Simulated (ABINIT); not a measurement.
# Beyond one shot: SiC (F-43m)

How far does self-consistency move the gap of SiC (F-43m)?

Method: PBE and many-body steps on it, plane waves, in ABINIT 10.8.3.

**Experimental background.**

- Gap 2.39 eV: band gap at cryogenic temperature; bulk crystal (literature value) (quoted in “Silicon carbide diodes for neutron detection”, 2020, arxiv:2009.14696).

- Gap 2.4 eV: Tauc optical (indirect) gap of annealed polycrystalline 3C-SiC; UV-VIS spectroscopic ellipsometry, Tauc analysis; film (CVD ultrathin polycrystalline film, annealed, about 5 nm grains) (“On-Demand CMOS-Compatible Fabrication of Ultrathin Self-Aligned SiC Nanowire Arrays”, 2018, pmc:6267454).

## (1) Set-up

The structure is cubic, space group F-43m (No. 216). Conventional cell: a = 4.358 Å, b = 4.358 Å, c = 4.358 Å, α = 90.00°, β = 90.00°, γ = 90.00°. Si has 4 C at 1.89 Å nearest. Nearest to C lie 4 Si at 1.89 Å. Farther neighbours are not listed.

The cell and positions come from the Crystallography Open Database and are kept as given unless a step says otherwise.

## (2) Empty states on the mesh, 6×6×6 mesh, 33 bands

This step: ABINIT 10.8.3; DFT, PBE, plane waves, norm-conserving pseudopotentials.

The sums over transitions need many empty states on a uniform mesh; this step solves for them.

run.abi

```
acell 3*1.0 Angstrom
rprim 
  -0.000000000000 2.179000000000 2.179000000000
  2.179000000000 -0.000000000000 2.179000000000
  2.179000000000 2.179000000000 -0.000000000000
ntypat 2
znucl 14 6
natom 2
typat 1 2
xred 
  0.000000000000 0.000000000000 0.000000000000
  0.250000000000 0.250000000000 0.250000000000
pp_dirpath "pseudos"
pseudos "Si.upf, C.upf"
ecut 37
ngkpt 6 6 6
nshiftk 1
shiftk 0 0 0
kptopt 1
chksymbreak 0
iscf -2
irdden 1
istwfk *1
nband 33
nbdbuf 4
tolwfr 1e-09
nstep 60
prtvol 0
indata_prefix "in"
outdata_prefix "out"
tmpdata_prefix "tmp"
```

Launch:

```sh
$ OMP_NUM_THREADS=1 mpirun -n 4 abinit run.abi > log
```

Numbers of over 12 decimals in the logs are rounded to 6 here.

Log:

```text
.Version 10.8.3 of ABINIT. v10.8.2 released Aug 2026.

 Symmetries : space group F-4 3 m (#216); Bravais cF (face-center cubic)
[... echo of the input left out ...]
== DATASET  1 ==================================================================
-   mpi_nproc: 4, omp_nthreads: 1 (-1 if OMP is not activated)

--- !DatasetInfo
iteration_state: {dtset: 1, }
dimensions: {natom: 2, nkpt: 16, mband: 33, nsppol: 1, nspinor: 1, nspden: 1, mpw: 1524, }
cutoff_energies: {ecut:  37.0, pawecutdg:  -1.0, }
[...]
1.48606    1.48606    1.77947    1.77947    1.77947    1.82670    1.82670    2.00745
   2.00745    2.00745    2.43891    2.46073    2.46073    2.46073    2.53425    2.53429
   2.57367
 prteigrs : prtvol=0 or 1, do not print more k-points.

== END DATASET(S) ==============================================================
================================================================================

 -outvars: echo values of variables after computation  --------
            nband          33
             nkpt          16
          spgroup         216
 [... the other variables as echoed above ...]

 Calculation completed.
```

Run time: 4.2 s. Hardware: 4 MPI ranks of Arm Neoverse V1, shared host; peak memory 0.27 GiB.

Numbers from this step:

```yaml
gap: 1.361 eV
k_of_the_valence_top: 0, 0, 0
k_of_the_conduction_bottom: 0.5, 0.5, 0
least_direct_gap: 4.553 eV
k_points_computed: 16
lowest_point_of_the_top_converged_band_above_the_valence_top: 50.7492 eV
```

On this mesh the gap is 1.361 eV.

The density comes from a self-consistent run that is not shown.

## (3) Screening, 6×6×6 mesh, 29 bands, screening to 130.6 eV

The RPA dielectric matrix is built and inverted for each q.

This step: RPA screening on PBE, plane waves, norm-conserving pseudopotentials.

run.abi, as its differences from that of step 2:

```diff
@@ -20,10 +20,11 @@
 chksymbreak 0
-iscf -2
-irdden 1
 istwfk *1
-nband 33
-nbdbuf 4
-tolwfr 1e-09
-nstep 60
-prtvol 0
+occopt 1
+irdwfk 1
+optdriver 3
+nband 29
+ecuteps 4.8
+inclvkb 2
+awtr 1
+symchi 1
 indata_prefix "in"
```

Log:

```text
.Version 10.8.3 of ABINIT. v10.8.2 released Aug 2026.

 Symmetries : space group F-4 3 m (#216); Bravais cF (face-center cubic)
[... echo of the input left out ...]
== DATASET  1 ==================================================================
-   mpi_nproc: 4, omp_nthreads: 1 (-1 if OMP is not activated)

--- !DatasetInfo
iteration_state: {dtset: 1, }
dimensions: {natom: 2, nkpt: 16, mband: 29, nsppol: 1, nspinor: 1, nspden: 1, mpw: 1524, }
cutoff_energies: {ecut:  37.0, pawecutdg:  -1.0, }
electrons: {nelect:   8.00000000E+00, charge:   0.00000000E+00, occopt:   1.00000000E+00, tsmear:   1.00000000E-02, }

 SCREENING: Calculation of the susceptibility and dielectric matrices

 Based on a program developped by R.W. Godby, V. Olevano, G. Onida, and L. Reining.
 Incorporated in ABINIT by V. Olevano, G.-M. Rignanese, and M. Torrent.
.Using double precision arithmetic ; gwpc =  8

[... cell and pseudopotentials left out ...]
--------------------------------------------------------------------------------

 ==== K-mesh for the wavefunctions ====
 Number of points in the irreducible wedge :    16
[... list of points left out ...]
 Together with 24 symmetry operations and time-reversal symmetry
 yields   216 points in the full Brillouin Zone.

 ==== Q-mesh for the screening function ====
 Number of points in the irreducible wedge :    16
[... list of points left out ...]
 Together with 24 symmetry operations and time-reversal symmetry
 yields   216 points in the full Brillouin Zone.

 setmesh: FFT mesh size selected  =    24x   24x   24
          total number of points  =        13824

 vcoul_init : cutoff-mode = AUXILIARY_FUNCTION
 q-points for optical limit:   1
     1)      0.000010    0.000020    0.000030

- screening: taking advantage of time-reversal symmetry
- Maximum band index for partially occupied states nbvw = 4
- Remaining bands to be divided among processors   nbcw = 25
- Number of bands treated by each node ~6

 Number of electrons calculated from density =    8.0000; Expected =    8.0000
 average of density, n =  0.057292
 r_s =    1.6092
 omega_plasma =   23.0888 [eV]

 calculating chi0 at frequencies [eV] :
  1    0.000000E+00    0.000000E+00
  2    0.000000E+00    2.308880E+01

--------------------------------------------------------------------------------
  q-point number  1        q = ( 0.000000, 0.000000, 0.000000) [r.l.u.]
--------------------------------------------------------------------------------
[... chi0 elements left out ...]
 For q-point:  0.000010 0.000020 0.000030
  dielectric constant =   7.0845
  dielectric constant without local fields =   7.7386

  Average fulfillment of the sum rule on Im[epsilon] for q-point    1 :     60.59  [%]
[... wings left out ...]
  q-point number  2        q = ( 0.166667, 0.000000, 0.000000) [r.l.u.]
--------------------------------------------------------------------------------
[... chi0 elements left out ...]
  Average fulfillment of the sum rule on Im[epsilon] for q-point    2 :     86.33  [%]

 [... 14 further q-points ...]
```

Elapsed: 11 s, on 4 MPI ranks; peak memory 0.48 GiB; 43 s of CPU time.

This step gave:

```yaml
eps_infinity_with_local_fields_on_this_mesh_along_the_program_s_q_direction: 7.085
the_same_without_local_fields: 7.739
plasma_frequency: 23.09 eV
plane_waves_in_the_screening_matrix: 65
```

Local fields lower ε∞ by 8 %.

## (4) G0W0

The self-energy is evaluated for the states that the input lists, and the levels follow from it, in one-shot runs by the linearised quasiparticle equation.

This step: G0W0 on PBE, plane waves, norm-conserving pseudopotentials.

run.abi, as its differences from that of step 3:

```diff
@@ -23,8 +23,17 @@
 irdwfk 1
-optdriver 3
+optdriver 4
 nband 29
+gwcalctyp 0
+ecutsigx 37
+symsigma 1
+nkptgw 2
+kptgw 
+  0.0000000000 0.0000000000 0.0000000000
+  0.5000000000 0.5000000000 0.0000000000
+bdgw 
+  2 8
+  3 6
 ecuteps 4.8
-inclvkb 2
-awtr 1
-symchi 1
+irdscr 1
+ppmodel 1
 indata_prefix "in"
```

Log:

```text
.Version 10.8.3 of ABINIT. v10.8.2 released Aug 2026.

 Symmetries : space group F-4 3 m (#216); Bravais cF (face-center cubic)
[... echo of the input left out ...]
== DATASET  1 ==================================================================
-   mpi_nproc: 4, omp_nthreads: 1 (-1 if OMP is not activated)

--- !DatasetInfo
iteration_state: {dtset: 1, }
dimensions: {natom: 2, nkpt: 16, mband: 29, nsppol: 1, nspinor: 1, nspden: 1, mpw: 1524, }
cutoff_energies: {ecut:  37.0, pawecutdg:  -1.0, }
electrons: {nelect:   8.00000000E+00, charge:   0.00000000E+00, occopt:   1.00000000E+00, tsmear:   1.00000000E-02, }

 SIGMA: Calculation of the GW corrections

 Based on a program developped by R.W. Godby, V. Olevano, G. Onida, and L. Reining.
 Incorporated in ABINIT by V. Olevano, G.-M. Rignanese, and M. Torrent.
.Using double precision arithmetic ; gwpc =  8

[... cell and pseudopotentials left out ...]
--------------------------------------------------------------------------------

 ==== K-mesh for the wavefunctions ====
 Number of points in the irreducible wedge :    16
[... list of points left out ...]
 Together with 24 symmetry operations and time-reversal symmetry
 yields   216 points in the full Brillouin Zone.

 ==== Q-mesh for screening function ====
 Number of points in the irreducible wedge :    16
[... list of points left out ...]
 Together with 24 symmetry operations and time-reversal symmetry
 yields   216 points in the full Brillouin Zone.

 vcoul_init : cutoff-mode = AUXILIARY_FUNCTION
 q-points for optical limit:   1
     1)      0.000010    0.000020    0.000030
 setmesh: FFT mesh size selected  =    32x   32x   32
          total number of points  =        32768

 Number of electrons calculated from density =    8.0000; Expected =    8.0000
 average of density, n =  0.057292
 r_s =    1.6092
 omega_plasma =   23.0888 [eV]

 === KS Band Gaps ===
  >>>> For spin  1
   Minimum direct gap =   4.5530 [eV], located at k-point      :   0.5000  0.5000  0.0000
   Fundamental gap    =   1.3613 [eV], Top of valence bands at :   0.0000  0.0000  0.0000
                                       Bottom of conduction at :   0.5000  0.5000  0.0000
 SIGMA fundamental parameters:
 PLASMON POLE MODEL  1
 number of plane-waves for SigmaX                 1459
 number of plane-waves for SigmaC and W             65
 number of plane-waves for wavefunctions          1459
 number of bands                                    29
 number of independent spin polarizations            1
 number of spinorial components                      1
 number of k-points in IBZ                          16
 number of q-points in IBZ                          16
 number of symmetry operations                      24
 number of k-points in BZ                          216
 number of q-points in BZ                          216
 number of frequencies for dSigma/dE                 9
 frequency step for dSigma/dE [eV]                0.25
 number of omega for Sigma on real axis              0
 max omega for Sigma on real axis  [eV]           0.00
 zcut for avoiding poles [eV]                     0.10

 EPSILON^-1 parameters (SCR file):
 dimension of the eps^-1 matrix on file             65
 dimension of the eps^-1 matrix used                65
 number of plane-waves for wavefunctions          1459
 number of bands                                    29
 number of q-points in IBZ                          16
 number of frequencies                               2
 number of real frequencies                          1
 number of imag frequencies                          1

 matrix elements of self-energy operator (all in [eV])

 Perturbative Calculation

--- !SelfEnergy_ee
iteration_state: {dtset: 1, }
kpoint     : [   0.000,    0.000,    0.000, ]
spin       : 1
KS_gap     :    6.223
QP_gap     :    7.114
Delta_QP_KS:    0.891
data: !SigmaeeData |
     Band     E0 <VxcDFT>   SigX SigC(E0)      Z dSigC/dE  Sig(E)    E-E0       E
        2   6.835 -14.930 -17.579   2.518   0.797  -0.255 -15.035  -0.105   6.730
        3   6.835 -14.930 -17.579   2.518   0.797  -0.255 -15.035  -0.105   6.730
        4   6.835 -14.930 -17.579   2.518   0.797  -0.255 -15.035  -0.105   6.730
        5  13.058 -13.213  -7.543  -4.681   0.794  -0.259 -12.427   0.786  13.844
        6  14.146 -11.327  -5.827  -4.659   0.806  -0.241 -10.649   0.678  14.824
        7  14.146 -11.327  -5.827  -4.659   0.806  -0.241 -10.649   0.678  14.824
        8  14.146 -11.327  -5.827  -4.659   0.806  -0.241 -10.649   0.678  14.824

--- !SelfEnergy_ee
iteration_state: {dtset: 1, }
kpoint     : [   0.500,    0.500,    0.000, ]
spin       : 1
KS_gap     :    4.553
QP_gap     :    5.500
Delta_QP_KS:    0.947
data: !SigmaeeData |
     Band     E0 <VxcDFT>   SigX SigC(E0)      Z dSigC/dE  Sig(E)    E-E0       E
        3   3.643 -13.567 -17.441   3.223   0.786  -0.272 -14.078  -0.511   3.132
        4   3.643 -13.567 -17.441   3.223   0.786  -0.272 -14.078  -0.511   3.132
        5   8.196 -10.505  -6.372  -3.603   0.822  -0.216 -10.069   0.436   8.632
        6  11.168 -10.770  -5.961  -4.031   0.825  -0.212 -10.128   0.641  11.810

== END DATASET(S) ==============================================================
================================================================================

 -outvars: echo values of variables after computation  --------
           etotal      0.0000000000E+00
            nband          29
             nkpt          16
          spgroup         216
 [... the other variables as echoed above ...]

 Calculation completed.
```

The job ended after 2.9 s (4 MPI ranks; peak memory 0.13 GiB; 11 s of CPU time).

This step gave:

* G0W0 gap on the points computed: 1.902 eV
* starting gap on the mesh: 1.361 eV
* k of the valence top: 0, 0, 0
* k of the conduction bottom: 0.5, 0.5, 0
* Z at the valence top: 0.797
* Z at the conduction bottom: 0.822
* least direct G0W0 gap on the computed points: 5.5 eV

The gap on the mesh goes from 1.36 eV to 1.90 eV, a correction of +0.54 eV.

## (5) evGW0, cycle 1

This step: evGW0 on PBE, plane waves, norm-conserving pseudopotentials.

run.abi, as its differences from that of step 4:

```diff
@@ -25,12 +25,40 @@
 nband 29
-gwcalctyp 0
+gwcalctyp 10
 ecutsigx 37
 symsigma 1
-nkptgw 2
+nkptgw 16
 kptgw 
   0.0000000000 0.0000000000 0.0000000000
+  0.1666666667 0.0000000000 0.0000000000
+  0.3333333333 0.0000000000 0.0000000000
+  0.5000000000 0.0000000000 0.0000000000
+  0.1666666667 0.1666666667 0.0000000000
+  0.3333333333 0.1666666667 0.0000000000
+  0.5000000000 0.1666666667 0.0000000000
+  -0.3333333333 0.1666666667 0.0000000000
+  -0.1666666667 0.1666666667 0.0000000000
+  0.3333333333 0.3333333333 0.0000000000
+  0.5000000000 0.3333333333 0.0000000000
+  -0.3333333333 0.3333333333 0.0000000000
   0.5000000000 0.5000000000 0.0000000000
+  0.5000000000 0.3333333333 0.1666666667
+  -0.3333333333 0.3333333333 0.1666666667
+  -0.3333333333 0.5000000000 0.1666666667
 bdgw 
-  2 8
-  3 6
+  1 8
+  1 8
+  1 8
+  1 8
+  1 8
+  1 8
+  1 8
+  1 8
+  1 8
+  1 8
+  1 8
+  1 8
+  1 8
+  1 8
+  1 8
+  1 8
 ecuteps 4.8
```

Log:

```text
.Version 10.8.3 of ABINIT. v10.8.2 released Aug 2026.

 Symmetries : space group F-4 3 m (#216); Bravais cF (face-center cubic)
[... echo of the input left out ...]
== DATASET  1 ==================================================================
-   mpi_nproc: 4, omp_nthreads: 1 (-1 if OMP is not activated)

--- !DatasetInfo
iteration_state: {dtset: 1, }
dimensions: {natom: 2, nkpt: 16, mband: 29, nsppol: 1, nspinor: 1, nspden: 1, mpw: 1524, }
cutoff_energies: {ecut:  37.0, pawecutdg:  -1.0, }
electrons: {nelect:   8.00000000E+00, charge:   0.00000000E+00, occopt:   1.00000000E+00, tsmear:   1.00000000E-02, }

 SIGMA: Calculation of the GW corrections

 Based on a program developped by R.W. Godby, V. Olevano, G. Onida, and L. Reining.
 Incorporated in ABINIT by V. Olevano, G.-M. Rignanese, and M. Torrent.
.Using double precision arithmetic ; gwpc =  8

[... cell and pseudopotentials left out ...]
--------------------------------------------------------------------------------

 ==== K-mesh for the wavefunctions ====
 Number of points in the irreducible wedge :    16
[... list of points left out ...]
 Together with 24 symmetry operations and time-reversal symmetry
 yields   216 points in the full Brillouin Zone.

 ==== Q-mesh for screening function ====
 Number of points in the irreducible wedge :    16
[... list of points left out ...]
 Together with 24 symmetry operations and time-reversal symmetry
 yields   216 points in the full Brillouin Zone.

 vcoul_init : cutoff-mode = AUXILIARY_FUNCTION
 q-points for optical limit:   1
     1)      0.000010    0.000020    0.000030
 setmesh: FFT mesh size selected  =    32x   32x   32
          total number of points  =        32768

 Number of electrons calculated from density =    8.0000; Expected =    8.0000
[...]
QP_gap     :    9.555
Delta_QP_KS:    1.305
data: !SigmaeeData |
     Band     E_DFT   <VxcDFT>   E(N-1)  <Hhartree>   SigX  SigC[E(N-1)]    Z     dSigC/dE  Sig[E(N)]  DeltaE  E(N)_pert E(N)_diago
[...]
--- !SelfEnergy_ee
iteration_state: {dtset: 1, }
kpoint     : [  -0.333,    0.500,    0.167, ]
spin       : 1
KS_gap     :    8.384
QP_gap     :    9.704
Delta_QP_KS:    1.320
data: !SigmaeeData |
     Band     E_DFT   <VxcDFT>   E(N-1)  <Hhartree>   SigX  SigC[E(N-1)]    Z     dSigC/dE  Sig[E(N)]  DeltaE  E(N)_pert E(N)_diago
[...]
7    17.659   -11.915    17.659    29.573    -5.027    -5.788     0.780    -0.282   -11.057     0.858    18.517    18.758
        8    19.048   -12.942    19.048    31.990    -5.813    -5.642     0.778    -0.285   -11.784     1.158    20.206    20.536

 New Fermi energy :        2.835161E-01 Ha ,    7.714867E+00 eV
 New Exchange energy :    -2.730906E+00 Ha ,   -7.431174E+01 eV

 === QP Band Gaps ===
  >>>> For spin  1
   Minimum direct gap =   5.7331 [eV], located at k-point      :   0.5000  0.5000  0.0000
   Fundamental gap    =   2.0232 [eV], Top of valence bands at :   0.0000  0.0000  0.0000
                                       Bottom of conduction at :   0.5000  0.5000  0.0000

 writing QP data on file : out_QPS

 Convergence of QP corrections
 >>>>> For spin  1 <<<<<
.  kptgw no:  1; Maximum DeltaE = (   0.786  -0.000) for band index:  5
.  kptgw no:  2; Maximum DeltaE = (   0.998   0.001) for band index:  8
.  kptgw no:  3; Maximum DeltaE = (   1.052  -0.003) for band index:  8
[...]
.  kptgw no: 15; Maximum DeltaE = (   1.185   0.000) for band index:  7
.  kptgw no: 16; Maximum DeltaE = (   1.158  -0.000) for band index:  8

== END DATASET(S) ==============================================================
================================================================================

 -outvars: echo values of variables after computation  --------
           etotal      0.0000000000E+00
            nband          29
             nkpt          16
          spgroup         216
 [... the other variables as echoed above ...]

 Calculation completed.
```

It took 36 s on 4 MPI ranks; peak memory 0.69 GiB.

Numbers from this step:

- quasiparticle gap on the mesh: 2.023 eV
- gap of the density functional on the mesh: 1.361 eV
- k of the valence top: 0, 0, 0
- k of the conduction bottom: 0.5, 0.5, 0
- Z at the valence top: 0.797
- Z at the conduction bottom: 0.822
- least direct quasiparticle gap on the computed points: 5.733 eV

Against G0W0 in ABINIT (6×6×6 mesh, 29 bands, screening to 130.6 eV, Godby-Needs plasmon pole), the gap moves by +0.121 eV. This first cycle still uses the starting levels; it takes the full correction, at all points of the mesh, and its linearised value is 1.902 eV.

## (6) evGW0, cycle 2

The corrected levels of the last cycle go back in.

run.abi, as its differences from that of step 5:

```diff
@@ -66,2 +66,3 @@
 ppmodel 1
+irdqps 1
 indata_prefix "in"
```

Log:

```text
.Version 10.8.3 of ABINIT. v10.8.2 released Aug 2026.

 Symmetries : space group F-4 3 m (#216); Bravais cF (face-center cubic)
[... echo of the input left out ...]
== DATASET  1 ==================================================================
-   mpi_nproc: 4, omp_nthreads: 1 (-1 if OMP is not activated)

--- !DatasetInfo
iteration_state: {dtset: 1, }
dimensions: {natom: 2, nkpt: 16, mband: 29, nsppol: 1, nspinor: 1, nspden: 1, mpw: 1524, }
cutoff_energies: {ecut:  37.0, pawecutdg:  -1.0, }
[...]
.  kptgw no:  3; Maximum DeltaE = (  -0.111  -0.001) for band index:  8
[...]
.  kptgw no: 15; Maximum DeltaE = (  -0.160  -0.000) for band index:  7
.  kptgw no: 16; Maximum DeltaE = (  -0.168  -0.000) for band index:  8

== END DATASET(S) ==============================================================
================================================================================

 -outvars: echo values of variables after computation  --------
           etotal      0.0000000000E+00
            nband          29
             nkpt          16
          spgroup         216
 [... the other variables as echoed above ...]

 Calculation completed.
```

Wall time 36 s (4 MPI ranks); peak memory 0.69 GiB; 2.4 min of CPU time.

Numbers from this step:

```yaml
quasiparticle_gap_on_the_mesh: 2.005 eV
gap_of_the_density_functional_on_the_mesh: 1.361 eV
k_of_the_valence_top: 0, 0, 0
k_of_the_conduction_bottom: 0.5, 0.5, 0
least_direct_quasiparticle_gap_on_the_computed_points: 5.644 eV
```

Against the cycle before, the gap moves by −0.018 eV.

(Part 1 of 3 ends here.)

[Paths, hosts, dates, memory and timing lines, banners, echoed tables and standing remarks are left out of the program output.]

[Logs are printed without paths, hosts, clocks, repeated set-up lines and the standing remarks that a program may print on its own settings, such as how far it seeks lower states.]

[Runs of the session that timed out or met a known fault of the program may be left out.]

[Hosts, paths, dates, database ids (printed as entryN), source tags and the programs' standing remarks are cut or masked in the printed files.]

[G0W0 gaps are taken among the corrected bands and points alone; a level outside them can change the order at an edge.]

[Where Ansatz stands beside ABINIT at settings called matched, ABINIT's density can come from a denser mesh and the files from another edition; pairs whose starting gaps differed by over 0.03 eV were left out, so agreement reads better than it is.]
